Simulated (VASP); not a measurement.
Write the native input for VASP 6.6.1 that does the following.

```
Task                   : relaxation of cell and atoms
Functional             : PBEsol
Potentials or basis    : VASP PAW PBE potentials, release 64 (Cd, Te)
Cutoff                 : 600 eV
k mesh                 : 8 × 8 × 8
Occupations            : gaussian, width 0.03 eV
Spin                   : no spin polarisation
Further INCAR settings : ALGO = Normal; EDIFF = 1e-06; IBRION = 2; EDIFFG = -0.01; NSW = 90; ISIF = 3
```

The structure of CdTe lies in POSCAR:

```
CdTe
1.0
    0.0000000000      3.2050000000      3.2050000000
    3.2050000000      0.0000000000      3.2050000000
    3.2050000000      3.2050000000      0.0000000000
Cd Te
1 1
Direct
    0.0000000000      0.0000000000      0.0000000000
    0.2500000000      0.2500000000      0.2500000000
```

One way to write it, as run:

INCAR

```
PREC = Accurate ; ENCUT = 600
EDIFF = 1E-6 ; ISMEAR = 0
SIGMA = 0.03 ; LREAL = F
LASPH = T ; NELM = 80
ALGO = Normal ; ISIF = 3
LWAVE = F ; LCHARG = F
GGA = PS ; IBRION = 2
NSW = 90 ; EDIFFG = -0.01
```

KPOINTS

```
regular mesh
0
Gamma
  8 8 8
```

Potentials or basis: VASP PAW PBE potentials, release 64 (Cd, Te).

Launch:

```sh
$ cat potpaw_PBE.64/Cd/POTCAR potpaw_PBE.64/Te/POTCAR > POTCAR
$ mpirun -np 1 vasp_std > vasp.out
```

Results of the run:

```
Relaxed volume                         : 34.26 Å³/atom
Relaxed cell                           : a = 4.593 Å, b = 4.593 Å, c = 4.593 Å, α = 60.00°, β = 60.00°, γ = 60.00°
Space group after relaxing (to 0.05 Å) : F-43m (No. 216)
Energy gained by relaxing              : 7.3 meV/atom
Ionic steps                            : 3
Pressure after relaxing                : 0.0 GPa
Band gap on the k mesh                 : 0.64 eV, direct
```

Caveat: the PAW data sets were made with another functional, which shifts forces and pressure a little; spin-orbit coupling is left out, which moves the levels of the heavy elements.

Run time: 41 s on 1 thread of Intel(R) Xeon(R) Platinum 8488C (Sapphire Rapids), with other jobs on the host, peak memory 0.23 GiB.
